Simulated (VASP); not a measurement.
# InSb (Fm-3m) in VASP: elastic constants with PBEsol

Aim: the elastic constants of InSb with PBEsol.

All numbers are computed with VASP 6.6.1; they aren't measurements. Logs are shortened: lines on timing, memory, paths and dates and some standing lists are left out, and cuts for length are marked.

### 1 The structure

Symmetry: Fm-3m, No. 225, cubic system. Conventional cell: a = 6.147 Å, b = 6.147 Å, c = 6.147 Å, α = 90.00°, β = 90.00°, γ = 90.00°. In (site symmetry m-3m) has 6 Sb at 3.07 Å as nearest neighbours. Around Sb (site symmetry m-3m) lie 6 In at 3.07 Å.

Measurements of this composition are mostly on another form, of space group No. 216.

### 2 Elastic constants, PBEsol

The input, POSCAR:

```
InSb
1.0
    0.0000000000      3.0735130000      3.0735130000
    3.0735130000      0.0000000000      3.0735130000
    3.0735130000      3.0735130000      0.0000000000
In Sb
1 1
Direct
    0.0000000000      0.0000000000      0.0000000000
    0.5000000000      0.5000000000      0.5000000000
```

The input, INCAR.step1:

```
SYSTEM = InSb
PREC = Accurate ; ENCUT = 600
EDIFF = 1E-8 ; ISMEAR = 0
SIGMA = 0.1 ; LREAL = .FALSE.
LASPH = .TRUE. ; NELM = 80
ALGO = Normal ; ISIF = 3
LWAVE = .FALSE. ; LCHARG = .FALSE.
GGA = PS ; IBRION = 2
NSW = 40 ; EDIFFG = -0.002
```

The input, INCAR.step2:

```
SYSTEM = InSb
PREC = Accurate ; ENCUT = 600
EDIFF = 1E-8 ; ISMEAR = 0
SIGMA = 0.1 ; LREAL = .FALSE.
LASPH = .TRUE. ; NELM = 80
ALGO = Normal ; ISIF = 3
LWAVE = .FALSE. ; LCHARG = .FALSE.
GGA = PS ; IBRION = 6
NFREE = 2 ; POTIM = 0.015
NSW = 1
```

The input, KPOINTS:

```
regular mesh
0
G
  12 12 12
  0 0 0
```

Potentials or basis: VASP PAW PBE potentials, release 64 (In_d, Sb).

Started as:

```
$ cat potpaw_PBE.64/In_d/POTCAR potpaw_PBE.64/Sb/POTCAR > POTCAR
$ cp INCAR.step1 INCAR
$ mpirun -np 1 vasp_std > vasp.out
$ cp CONTCAR POSCAR
$ cp INCAR.step2 INCAR
$ mpirun -np 1 vasp_std > vasp.out
```

OUTCAR:

```text
SYSTEM = InSb
   PREC = Accurate
   ENCUT = 600
   EDIFF = 1E-8
   ISMEAR = 0
   LREAL = .FALSE.
   LASPH = .TRUE.
   NELM = 80
   ISIF = 3
   GGA = PS
   IBRION = 6
   NFREE = 2
   POTIM = 0.015
   NSW = 1

 ion  position               nearest neighbor table
   1  0.000  0.000  0.000-   2 3.02   2 3.02   2 3.02   2 3.02   2 3.02   2 3.02
   2  0.500  0.500  0.500-   1 3.02   1 3.02   1 3.02   1 3.02   1 3.02   1 3.02

  LATTYP: Found a face centered cubic cell.
 ALAT       =     6.0388424628

  Lattice vectors:

 A1 = (   0.0000000000,   3.0194212314,   3.0194212314)
 A2 = (   3.0194212314,   0.0000000000,   3.0194212314)
 A3 = (   3.0194212314,   3.0194212314,   0.0000000000)

Analysis of symmetry for initial positions (statically):
=====================================================================
 Subroutine PRICEL returns:
 Original cell was already a primitive cell.

 Routine SETGRP: Setting up the symmetry group for a
 face centered cubic supercell.

 Subroutine GETGRP returns: Found 48 space group operations
 (whereof 48 operations were pure point group operations)
 out of a pool of 48 trial point group operations.

The static configuration has the point symmetry O_h .

Analysis of symmetry for dynamics (positions and initial velocities):
=====================================================================
 Subroutine PRICEL returns:
 Original cell was already a primitive cell.

 Routine SETGRP: Setting up the symmetry group for a
 face centered cubic supercell.

 Subroutine GETGRP returns: Found 48 space group operations
 (whereof 48 operations were pure point group operations)
 out of a pool of 48 trial point group operations.

The dynamic configuration has the point symmetry O_h .

 Subroutine INISYM returns: Found 48 space group operations
 (whereof 48 operations are pure point group operations),
 and found     1 'primitive' translations

----------------------------------------------------------------------------------------

                                     Primitive cell

  volume of cell :      55.0556

  direct lattice vectors                    reciprocal lattice vectors
     0.000000000  3.019421231  3.019421231    -0.165594649  0.165594649  0.165594649
     3.019421231  0.000000000  3.019421231     0.165594649 -0.165594649  0.165594649
     3.019421231  3.019421231  0.000000000     0.165594649  0.165594649 -0.165594649

  length of vectors
     4.270106456  4.270106456  4.270106456     0.286818346  0.286818346  0.286818346

  position of ions in fractional coordinates (direct lattice)
     0.000000000  0.000000000  0.000000000
     0.500000000  0.500000000  0.500000000

  ion indices of the primitive-cell ions
   primitive index   ion index
                 1           1
                 2           2

----------------------------------------------------------------------------------------

 KPOINTS: regular mesh

Automatic generation of k-mesh.
 Grid dimensions read from file:
 generate k-points for:   12   12   12

 Generating k-lattice:

  Cartesian coordinates                     Fractional coordinates (reciprocal lattice)
[... 116 lines left out ...]
  Direction    XX          YY          ZZ          XY          YZ          ZX
  --------------------------------------------------------------------------------------
  -------------------------------------------------------------------------------------
  Total        0.0005250      0.0005250      0.0005250     -0.0000000      0.0000000     -0.0000000
  in kB        0.0152786      0.0152786      0.0152786     -0.0000000      0.0000000     -0.0000000
  external PRESSURE =       0.0152786 kB  Pullay stress =       0.0000000 kB
[... 89 lines left out ...]
  FREE ENERGIE OF THE ION-ELECTRON SYSTEM (eV)
  ---------------------------------------------------
  free  energy   TOTEN  =        -7.5340533788 eV

  energy  without entropy=       -7.5263542998  energy(sigma->0) =       -7.53020384

[... ionic steps 4 to 14 ...]

--------------------------------------- Ionic step       15  -------------------------------------------

 number of electron      18.0000001 magnetization

------------------------ aborting loop because EDIFF is reached ----------------------------------------
[... 67 lines left out ...]
--------------------------------------- Ionic step       17  -------------------------------------------

 number of electron      18.0000003 magnetization

 Free energy of the ion-electron system (eV)
  ---------------------------------------------------
  ext. energy  EPLUGINS =         0.00000000
  ---------------------------------------------------
  free energy    TOTEN  =        -7.53864140 eV

  energy without entropy =       -7.53073081  energy(sigma->0) =       -7.53468610

 E-fermi :   7.0215     XC(G=0): -10.0929

 val. band max:        7.0104313980   @ k =   0.0833   0.0000   0.0000
 cond. band min:       7.0430858232   @ k =   0.1667   0.0000   0.0000
 fundamental gap:      0.0326544252
 Fermi energy:         7.0215339374

 k-point     1 :       0.0000    0.0000    0.0000
  band No.  band energies     occupation
      1      -7.3293      2.00000
      2      -7.3292      2.00000
      3      -7.2957      2.00000
      4      -7.2957      2.00000
      5      -7.2956      2.00000
      6      -4.2176      2.00000
      7       6.8822      1.95128
      8       7.0015      1.22266
      9       7.0018      1.21969
     10       7.0018      1.21969
     11      13.1996      0.00000
     12      13.2389      0.00000
     13      13.2762      0.00000
[... 354 lines left out ...]
  band No.  band energies     occupation
      1      -7.3906      2.00000
      2      -7.3596      2.00000
      3      -7.2922      2.00000
      4      -7.2695      2.00000
      5      -7.2605      2.00000
      6      -2.0622      2.00000
      7       0.7423      2.00000
      8       5.1617      2.00000
      9       6.6788      2.00000
     10       8.1140      0.00000
     11      10.6392      0.00000
     12      11.0586      0.00000
     13      13.2618      0.00000

 [... further k-points ...]

------------------------ aborting loop because EDIFF is reached ----------------------------------------

  FORCE on cell =-STRESS in cart. coord.  units (eV):
  Direction    XX          YY          ZZ          XY          YZ          ZX
  --------------------------------------------------------------------------------------
  -------------------------------------------------------------------------------------
  Total        0.0060714     -0.0002978     -0.0002978      0.0000000     -0.0000000      0.0000000
  in kB        0.1766831     -0.0086651     -0.0086651      0.0000000     -0.0000000      0.0000000
  external PRESSURE =       0.0531176 kB  Pullay stress =       0.0000000 kB
[... 17 lines left out ...]
  FREE ENERGIE OF THE ION-ELECTRON SYSTEM (eV)
  ---------------------------------------------------
  free  energy   TOTEN  =        -7.5386413974 eV

  energy  without entropy=       -7.5307308085  energy(sigma->0) =       -7.53468610

 INTERNAL STRAIN TENSORS FROM STRAINED CELLS
 ============================================

 INTERNAL STRAIN TENSOR FOR ION    1 for displacements in x,y,z  (eV/Angst):
          X           Y           Z          XY          YZ          ZX
  --------------------------------------------------------------------------------
  x     0.00000    -0.00000     0.00000    -0.00000    -0.00000    -0.00000
  y     0.00000    -0.00000    -0.00000    -0.00000    -0.00000    -0.00000
  z    -0.00000     0.00000    -0.00000     0.00000    -0.00000     0.00000

 INTERNAL STRAIN TENSORS FROM DISPLACED ATOMS
 ============================================

 INTERNAL STRAIN TENSOR FOR ION    1 for displacements in x,y,z  (eV/Angst):
          X           Y           Z          XY          YZ          ZX
  --------------------------------------------------------------------------------
  x     0.00000     0.00000     0.00000     0.00000     0.00000     0.00000
  y     0.00000     0.00000     0.00000     0.00000     0.00000     0.00000
  z     0.00000     0.00000     0.00000     0.00000     0.00000     0.00000

 INTERNAL STRAIN TENSOR FOR ION    2 for displacements in x,y,z  (eV/Angst):
          X           Y           Z          XY          YZ          ZX
  --------------------------------------------------------------------------------
  x     0.00000     0.00000     0.00000     0.00000     0.00000     0.00000
  y     0.00000     0.00000     0.00000     0.00000     0.00000     0.00000
  z     0.00000     0.00000     0.00000     0.00000     0.00000     0.00000

 Eigenvectors and eigenvalues of the dynamical matrix
 ----------------------------------------------------

   1 f  =    3.276323 THz    20.585745 2PiTHz  109.286373 cm-1    13.549777 meV
             X         Y         Z           dx          dy          dz
      0.000000  0.000000  0.000000    -0.128370   -0.704835    0.052354
      3.019421  3.019421  3.019421     0.124323    0.682614   -0.050703
[... 21 lines left out ...]
   6 f/i=    0.004474 THz     0.028112 2PiTHz    0.149243 cm-1     0.018504 meV
             X         Y         Z           dx          dy          dz
      0.000000  0.000000  0.000000     0.246372   -0.629302   -0.165129
      3.019421  3.019421  3.019421     0.254392   -0.649788   -0.170505

--------------------------------------------------------------------------------------------------------

 ELASTIC MODULI CONTR FROM IONIC RELAXATION (kBar)
 Direction    XX          YY          ZZ          XY          YZ          ZX
 --------------------------------------------------------------------------------
 XX           0.0000      0.0000      0.0000      0.0000      0.0000      0.0000
 YY           0.0000      0.0000      0.0000      0.0000      0.0000      0.0000
 ZZ           0.0000      0.0000      0.0000      0.0000      0.0000      0.0000
 XY           0.0000      0.0000      0.0000      0.0000      0.0000      0.0000
 YZ           0.0000      0.0000      0.0000      0.0000      0.0000      0.0000
 ZX           0.0000      0.0000      0.0000      0.0000      0.0000      0.0000
 --------------------------------------------------------------------------------

 TOTAL ELASTIC MODULI (kBar)
 Direction    XX          YY          ZZ          XY          YZ          ZX
 --------------------------------------------------------------------------------
 XX        1199.9418    248.9234    248.9234      0.0000     -0.0000     -0.0000
 YY         248.9234   1199.9418    248.9234      0.0000     -0.0000     -0.0000
 ZZ         248.9234    248.9234   1199.9418     -0.0000     -0.0000      0.0000
 XY           0.0000      0.0000     -0.0000     13.7643     -0.0000      0.0000
 YZ          -0.0000     -0.0000     -0.0000     -0.0000     13.7643      0.0000
 ZX          -0.0000     -0.0000      0.0000      0.0000      0.0000     13.7643
 --------------------------------------------------------------------------------
```

Run time: 43 min. Hardware: 1 thread of Intel Xeon Platinum 8259CL at 2.50GHz (Skylake/Cascade Lake), shared host; peak memory 0.81 GiB.

Results:

```
Relaxed volume                                          : 27.53 Å³/atom
Relaxed cell                                            : a = 4.270 Å, b = 4.270 Å, c = 4.270 Å, α = 60.00°, β = 60.00°, γ = 60.00°
Space group after relaxing (to 0.05 Å)                  : Fm-3m (No. 225)
Elastic constants C11, C12, C44                         : 120, 25, 1 GPa
Voigt bulk modulus                                      : 57 GPa
Highest phonon frequency at Γ, LO-TO splitting left out : 109 cm⁻¹
```

Step by step:
```
step  energy change (eV)  largest force (eV/Å)  pressure (GPa)  volume (Å³)
   1              0.0000                0.0000           -2.64        58.07
   2             -0.0233                0.0000            0.99        54.14
   3             -0.0261                0.0000            0.01        55.06
```

Final structure:
```cif
data_structure
_symmetry_space_group_name_H-M 'P 1'
_symmetry_Int_Tables_number 1
_cell_length_a 4.2701
_cell_length_b 4.2701
_cell_length_c 4.2701
_cell_angle_alpha 60.000
_cell_angle_beta 60.000
_cell_angle_gamma 60.000
_cell_volume 55.06
loop_
_atom_site_label
_atom_site_type_symbol
_atom_site_fract_x
_atom_site_fract_y
_atom_site_fract_z
_atom_site_occupancy
In1 In 0.00000 0.00000 0.00000 1
Sb1 Sb 0.50000 0.50000 0.50000 1
```

Phonon frequencies in cm⁻¹ (negative: imaginary):
| q point | frequencies |
| --- | --- |
| (0.000, 0.000, 0.000) | 0 0 0 109 109 109 |

Elastic tensor in Voigt notation (GPa, in the Cartesian axes of the cell as first typed):
```
120  25  25   0   0   0
 25 120  25   0   0   0
 25  25 120   0   0   0
  0   0   0   1   0   0
  0   0   0   0   1   0
  0   0   0   0   0   1
```

Clamped-ion elastic tensor (GPa):
```
120  25  25   0   0   0
 25 120  25   0   0   0
 25  25 120   0   0   0
  0   0   0   1   0   0
  0   0   0   0   1   0
  0   0   0   0   0   1
```

Caveat: the PAW data sets were made with another functional, which shifts forces and pressure a little.
